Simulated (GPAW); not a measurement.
Runs of GPAW 26.7.0 on As. Symmetry: R-3m, No. 166, trigonal system. The conventional cell has a = 3.762 Å, b = 3.762 Å, c = 10.542 Å, α = 90.00°, β = 90.00°, γ = 120.00°. Around As (site symmetry 3m) lie 3 As at 2.51 Å. 

| task | level | potentials or basis | cell | cutoff (eV) | maxiter | optimizer | fmax | max steps | target pressure | gap on the mesh (eV) | pressure (GPa) | largest force (eV/Å) |
| --- | --- | --- | --- | --- | --- | --- | --- | --- | --- | --- | --- | --- |
| relaxation of cell and atoms | PBEsol | PAW data sets generated in the run's folder for this functional, pw | relaxed to 30 GPa | 600 | 150 | BFGS | 0.02 eV/Å | 60 | 30 GPa | none | 30.0 | - |
| relaxation of cell and atoms | PBEsol | PAW data sets generated in the run's folder for this functional, pw | relaxed | 600 | 150 | BFGS | 0.02 eV/Å | 60 | - | 0.34 | 0.0 | 0.01 |
| relaxation of cell and atoms | PBEsol | PAW data sets generated in the run's folder for this functional, pw | relaxed to 10 GPa | 600 | 150 | BFGS | 0.02 eV/Å | 60 | 10 GPa | none | 10.0 | - |
| relaxation of cell and atoms | PBEsol | PAW data sets generated in the run's folder for this functional, pw | relaxed to 5 GPa | 600 | 150 | BFGS | 0.02 eV/Å | 60 | 5 GPa | 0.26 | 5.0 | - |
| relaxation of cell and atoms | PBEsol | PAW data sets generated in the run's folder for this functional, pw | relaxed to 2 GPa | 600 | 150 | BFGS | 0.02 eV/Å | 60 | 2 GPa | (b) | 2.0 | - |
| relaxation of cell and atoms | PBEsol | PAW data sets generated in the run's folder for this functional, pw | relaxed to 20 GPa | 600 | 150 | BFGS | 0.02 eV/Å | 60 | 20 GPa | none | 20.2 | - |
| single point | LDA | the program's PAW data sets (release 1.2.1) made for this functional, pw | as given | 450 | 120 | - | - | - | - | none | (a) | 0.28 |

Alike in all rows: no spin polarisation; k mesh 7 × 7 × 7; smearing fermi-dirac 0.05 eV.

Task: Fill in the values left out.

Result: (a) -1.2; (b) 0.39.

Caveats: later steps reuse the first step's grids (some runs); an odd mesh through Γ misses points on the zone boundary, where band edges often lie (some runs); the cutoff is short for stress and forces, so pressures can be off by a GPa or more (some runs).

A k mesh can miss the band edges, and the runs leave out spin-orbit coupling on As.

A gap of «none» marks a metal or a gap under the smearing width.

Runs at the PBE level aren't shown here.
